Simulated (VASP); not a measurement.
Here is the system:

```xyz
2
Lattice="0.0000 3.0473 3.0473 3.0473 0.0000 3.0473 3.0473 3.0473 0.0000" Properties=species:S:1:pos:R:3 pbc="T T T"
Al     0.0000     0.0000     0.0000
Sb     1.5237     1.5237     1.5237
```

The numbers are results of PBE GGA with D3 dispersion (Becke-Johnson damping), VASP's PBE PAW potentials (set 64) (plane waves; VASP), not measurements. Numerical set-up: 520 eV cut-off, 8×8×8 Γ-centred mesh, Gaussian smearing of 0.050 eV, potentials Al Sb.

Question: Give the stress tensor in GPa (positive for a compressed cell).

Answer: 
```
1.78  0.00  0.00
0.00  1.78  0.00
0.00  0.00  1.78
```
The pressure is its mean diagonal, 1.78 GPa.

The compound is AlSb in the zinc blende structure. This cell is one point of a volume scan, at 0.97 of the reference volume.
